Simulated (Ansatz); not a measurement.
Runs of Ansatz 0.2.0 on MoS2. It takes space group P6_3/mmc (No. 194, hexagonal). Conventional cell: a = 3.169 Å, b = 3.169 Å, c = 12.324 Å, α = 90.00°, β = 90.00°, γ = 120.00°. Mo (site symmetry -6m2) is surrounded by 6 S at 2.41 Å. S (site symmetry 3m) is surrounded by 3 Mo at 2.41 Å. 

| level | U | hubbard projectors | double counting | gap on the mesh (eV) | pressure (GPa) | largest force (eV/Å) |
| --- | --- | --- | --- | --- | --- | --- |
| LDA+U | Mo d U = 2 eV | ortho-atomic (the default) | fll (the default) | 0.89 | -5.7 | 0.49 |
| LDA+U | Mo d U = 3 eV | ortho-atomic (the default) | fll (the default) | 0.92 | -5.7 | 0.49 |
| LDA+U | Mo d U = 5 eV | ortho-atomic (the default) | fll (the default) | (b) | -5.7 | 0.50 |
| LDA+U | Mo d U = 6 eV | ortho-atomic (the default) | fll (the default) | 0.97 | -5.5 | 0.50 |
| LDA+U | Mo d U = 1 eV | ortho-atomic (the default) | fll (the default) | 0.87 | -5.7 | 0.48 |
| LDA+U | Mo d U = 4 eV | ortho-atomic (the default) | fll (the default) | 0.95 | -5.7 | 0.49 |
| LDA+U | Mo d U = 8 eV | ortho-atomic (the default) | fll (the default) | (c) | -4.3 | 0.53 |
| LDA | - | - | - | (a) | -5.7 | 0.48 |

Alike in all rows: task projected density of states; potentials or basis Ansatz PAW; no spin polarisation; cell as given; k mesh 10 × 10 × 3; cutoff (eV) 420; smearing fermi-dirac 0.05 eV.

Q: Estimate the missing entries.

A: (a) 0.85; (b) 1.00; (c) 0.82.

Caveats: odd divisions of the mesh miss points on the zone boundary, where band edges often lie, so the gap on the mesh can be too wide; the PAW data sets come from PBE, with cores solved anew for the run's functional, which leaves a small shift of forces and pressure; the density of states is complete only up to the lowest level of the last band computed.

A k mesh can miss the band edges, and the runs leave out spin-orbit coupling on Mo.
